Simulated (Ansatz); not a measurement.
# Ga (C2/c) in Ansatz: a series of runs, part 2 of 2

Ansatz 0.2.0. Earlier steps stand in the parts before.

## 3. Relaxation of cell and atoms, PBEsol, target pressure 2 GPa, at which the enthalpy is minimised

Contents of input.yaml:

```yaml
crystal:
  lattice:
    - [1.383, -4.0265, 0.0]
    - [1.383, 4.0265, 0.0]
    - [-0.1174474948, 0.0, 3.3299294416]
  atoms:
    - { symbol: Ga, position: [0.131, 0.869, 0.75] }
    - { symbol: Ga, position: [0.869, 0.131, 0.25] }
hamiltonian:
  xc: pbesol
  pseudopotentials: { kind: paw }
kpoints:
  mp_grid: { grid: [10, 10, 8] }
scf:
  occupations: { method: fermi_dirac, width: 0.05 }
output:
  forces: true
  stress: true
  eigenvalues: true
relax:
  f_tol: 0.01
  max_steps: 40
  cell: { stress_tol: 0.05, p_target: 2.0 }
```

Potentials or basis: Ansatz PAW.

Command:

```
> ansatz run input.yaml --threads 2 --pin off --max-ram 5632MiB --backend cpu --events-out ev --progress --plain --runs-dir out
```

What it wrote:

```text
Warning: RAYON_NUM_THREADS=2 ignored (pool sized by the plan → 2); use --threads N
Engine: ansatz 0.2.0, aarch64-unknown-linux-gnu
Pseudopotentials: kind: paw
Pseudopotential: Ga, paw, valence charge 13, recommended cutoff 420 eV (normal), Ga.paw.azcp
Functional definition: PBEsol
  exchange = pbesol_x
  correlation = pbesol_c
Crystal: 2 atoms, lattice volume = 37.086 Å³
Basis set: ecut = 420 eV, 721 PW (Γ), exchange–correlation on 60×60×48 points (8 copies of the dense FFT grid, shifted against one another)
Bands: 17, of which v1, the nominal top of the filled ones, is band 13 counted from 1 (12 counted from 0)
Symmetry: 4 space group operations
Space group: C2/c (ITA 15), of the structure as read, at distance tolerance 3.3e-5 Å
k-points: 227 of 800
Non-local potential: Ga, projectors of the file, l = 0: 2, l = 1: 2, l = 2: 3, l = 3: 1
PAW form: soft (Blöchl's): semilocal exchange-correlation on the pseudo side does not see the compensation charge
PAW frozen core: Ga, regenerated for the run's functional, and the local potential with it (the file was generated under x = pbe(κ = 0.804, μ = 0.2195149727645171), c = pbe(β = 0.06672455060314922))
PAW one-centre angular grid: Ga, 590 points (default); XC on 64 Gauss nodes
Initial density: superposition of atomic densities (neutral atoms: chi_scale 0, normalization atom), corrected by the library's trained network
Initial wavefunctions: pseudopotential atomic-orbital guess
Functional: x = pbesol(κ = 0.804, μ = 0.12345679012345678), c = pbesol(β = 0.046)
[... 89 lines left out ...]
  E_nonlocal   = 847.324120
  E_hartree    = 1650.357598
  E_xc         = -138.722626
  E_vxc        = -118.087620  (∫ρ·V_xc dr)
  E_paw        = -3893.121450  (= ΣΔE_a)
  E_vpaw       = -812.509269  (= ΣTr[D̂ρ^β])
  E_aug_tail   = -0.000233  (compensation charges beyond the density's cutoff)
  E_ewald      = -2686.989548
  E_core_change = 1.725956  (= ΣΔE_core)
  E_smearing   = -0.003474  (= −TS)
  E_closure    = 0.000000  (closes the sum)
  Σ components = -7486.392228   (vs F -7486.392228, Δ=0.00e0)
--- Forces (eV/Å), atoms counted from 1 ---
  atom   1  Ga     0.00000000    -0.00126500     0.00000000
  atom   2  Ga     0.00000000     0.00126500     0.00000000
  max |Σ_I F_I| component: 0.00e0 eV/Å
--- Stress (GPa, compression-positive) ---
        1.986563       0.000000      -0.020781
        0.000000       2.015441      -0.000000
       -0.020781      -0.000000       1.974044
  P = ⅓ Tr σ = 1.9920 GPa (19.920 kbar)
--- Band table (eV; the first three rows and the last of 227) ---
  k-point 0: bands = ["-4.5476", "-4.5097", "-4.4550", "-4.4414", "-4.1846", "-4.1675", "-4.1161", "-4.1148", "-4.1018", "-3.9413", "-1.1092", "8.1969", "9.1445", "13.3394", "17.1412", "19.5061", "20.6813"]
  k-point 1: bands = ["-4.5358", "-4.5098", "-4.4410", "-4.4197", "-4.2099", "-4.2034", "-4.1160", "-4.0850", "-4.0814", "-3.9713", "-0.8644", "8.4854", "9.0485", "11.5143", "19.6707", "19.7439", "20.3466"]
  k-point 2: bands = ["-4.5494", "-4.4481", "-4.4298", "-4.3565", "-4.2519", "-4.2519", "-4.1294", "-4.0513", "-4.0509", "-4.0402", "-0.1240", "7.4746", "9.3324", "10.7525", "17.5055", "17.6355", "20.3897"]
  k-point 226: bands = ["-4.4572", "-4.4572", "-4.4115", "-4.4115", "-4.2104", "-4.2104", "-4.1081", "-4.1081", "-4.0986", "-4.0986", "4.7779", "4.7779", "6.1254", "6.1254", "21.3554", "21.3554", "22.7643"]
--- Relaxed structure (6 steps of the walk, 6 accepted, 1 SCFs on fresh bases) ---
  F+E_penalty+E_count = -7486.39222793 eV   max|allowed force component| = 1.265e-3 eV/Å   (the final SCF, on the basis selected at the relaxed cell)
  cell:  # Å, volume = 34.7517 Å³
    - [1.3900047118080199, -3.988070792618435, 0.011214618365669097]
    - [1.3900047118080199, 3.988070792618435, 0.011214618365669114]
    - [-0.09104026268250057, 6.932371092595676e-18, 3.1337585863234683]
  atoms:
    - { symbol: Ga, position: [0.13475748108539262, 0.8652425189146075, 0.7499999999999998] }
    - { symbol: Ga, position: [0.8652425189146075, 0.13475748108539268, 0.24999999999999994] }
```

Wall time 26 s (2 threads of Arm Neoverse V2, shared host); peak memory 0.42 GiB.

Results:

```
Free energy                                            : -7486.3922 eV
Relaxed volume                                         : 17.38 Å³/atom
Relaxed cell                                           : a = 4.223 Å, b = 4.223 Å, c = 3.135 Å, α = 90.40°, β = 90.40°, γ = 141.57°
Space group after relaxing (to 0.05 Å)                 : C2/c (No. 15)
Energy change on relaxing (the enthalpy is what falls) : -9.1 meV/atom
Ionic steps                                            : 7
Pressure after relaxing                                : 2.0 GPa
Band gap on the k mesh                                 : none (metal or under the smearing width)
```

Step by step:
```tsv
step	energy change (eV)	largest force (eV/Å)	volume (Å³)
1	0.0000	0.1969	37.09
2	-0.0022	0.1129	34.08
3	-0.0156	0.0109	34.66
4	-0.0186	0.0387	34.76
5	-0.0189	0.0029	34.75
6	-0.0189	0.0013	34.75
7	-0.0183	0.0013	34.75
```

Final structure:
```
Ga
1.0
     1.39000   -3.98807    0.01121
     1.39000    3.98807    0.01121
    -0.09104    0.00000    3.13376
Ga
2
Direct
  0.13476 0.86524 0.75000
  0.86524 0.13476 0.25000
```

Levels at points of the mesh, in eV from the Fermi level:
| k point | band 11 | band 12 | band 13 | band 14 | band 15 | band 16 |
| --- | --- | --- | --- | --- | --- | --- |
| (0.00, 0.00, 0.00) | -11.88 | -2.57 | -1.63 | 2.57 | 6.37 | 8.73 |
| (0.00, 0.00, -0.50) | -7.93 | -7.93 | 1.64 | 1.64 | 2.52 | 2.52 |
| (0.00, -0.50, 0.00) | -6.69 | -5.73 | -1.94 | -0.26 | 6.70 | 7.07 |
| (0.00, -0.50, -0.50) | -3.06 | -2.99 | -1.82 | -1.65 | 1.74 | 2.08 |
| (-0.50, -0.50, 0.00) | -9.85 | -8.97 | 4.81 | 5.84 | 6.68 | 7.12 |
| (-0.50, -0.50, -0.50) | -5.99 | -5.99 | -4.65 | -4.65 | 10.58 | 10.58 |

Caveat: the plane-wave basis is chosen anew once the cell has moved, so the energies of steps on either side of that aren't comparable; the PAW data sets come from PBE, with cores solved anew for the run's functional, which leaves a small shift of forces and pressure.

## 4. Relaxation of cell and atoms, PBEsol, target pressure 5 GPa, at which the enthalpy is minimised

input.yaml: that of step 3 with these lines changed.

```diff
@@ -22,2 +22,2 @@
   max_steps: 40
-  cell: { stress_tol: 0.05, p_target: 2.0 }
+  cell: { stress_tol: 0.05, p_target: 5.0 }
```

Command:

```
> ansatz run input.yaml --threads 2 --pin off --max-ram 5632MiB --backend cpu --events-out ev --progress --plain --runs-dir out
```

Wall time 37 s (2 threads of Arm Neoverse V2, shared host); peak memory 0.42 GiB.

It converged, with:

```yaml
Free_energy: -7486.3640 eV
Relaxed_volume: 16.72 Å³/atom
Relaxed_cell: a = 4.179 Å, b = 4.179 Å, c = 3.093 Å, α = 90.53°, β = 90.53°, γ = 141.74°
Space_group_after_relaxing_to_0.05_Å: C2/c (No. 15)
Energy_change_on_relaxing_the_enthalpy_is_what_falls: +5.0 meV/atom
Ionic_steps: 8
Pressure_after_relaxing: 5.0 GPa
Band_gap_on_the_k_mesh: none (metal or under the smearing width)
```

The path:
```
step  energy change (eV)  largest force (eV/Å)  volume (Å³)
   1              0.0000                0.1969        37.09
   2              0.0201                0.1306        33.34
   3              0.0133                0.0163        33.38
   4              0.0082                0.0096        33.47
   5              0.0088                0.0024        33.44
   6              0.0090                0.0006        33.43
   7              0.0089                0.0002        33.44
   8              0.0099                0.0002        33.44
```

Final structure:
```xyz
2
Lattice="1.3695 -3.9487 0.0063 1.3695 3.9487 0.0063 -0.1011 0.0000 3.0909" Properties=species:S:1:pos:R:3 pbc="T T T"
Ga    1.2937    2.8867    2.3245
Ga    1.3443   -2.8867    0.7791
```

Levels at points of the mesh, in eV from the Fermi level:
```
              k point  band 11  band 12  band 13  band 14  band 15  band 16
   (0.00, 0.00, 0.00)   -12.22    -2.76    -1.62     2.63     6.50     9.06
  (0.00, 0.00, -0.50)    -8.13    -8.13     1.62     1.62     2.54     2.54
  (0.00, -0.50, 0.00)    -6.78    -5.91    -2.06    -0.25     6.83     7.34
 (0.00, -0.50, -0.50)    -3.15    -2.99    -1.87    -1.58     1.68     2.15
 (-0.50, -0.50, 0.00)   -10.13    -9.25     4.95     5.98     6.93     7.36
(-0.50, -0.50, -0.50)    -6.09    -6.09    -4.86    -4.86    10.95    10.95
```

Caveat: the plane-wave basis is chosen anew once the cell has moved, so the energies of steps on either side of that aren't comparable; the PAW data sets come from PBE, with cores solved anew for the run's functional, which leaves a small shift of forces and pressure.

## 5. Summary

```tsv
cell	target pressure (GPa)	gap on the mesh (eV)	pressure (GPa)
relaxed	0	none	0.0
relaxed to 2 GPa	2	none	2.0
relaxed to 5 GPa	5	none	5.0
```

Alike in all rows: task relaxation of cell and atoms; level PBEsol; potentials or basis Ansatz PAW; no spin polarisation; k mesh 10 × 10 × 8; cutoff (eV) 420; smearing fermi-dirac 0.05 eV.

Caveats: the plane-wave basis is chosen anew once the cell has moved, so the energies of steps on either side of that aren't comparable; the PAW data sets come from PBE, with cores solved anew for the run's functional, which leaves a small shift of forces and pressure.

Absolute energies hang on the potentials; compare differences alone.
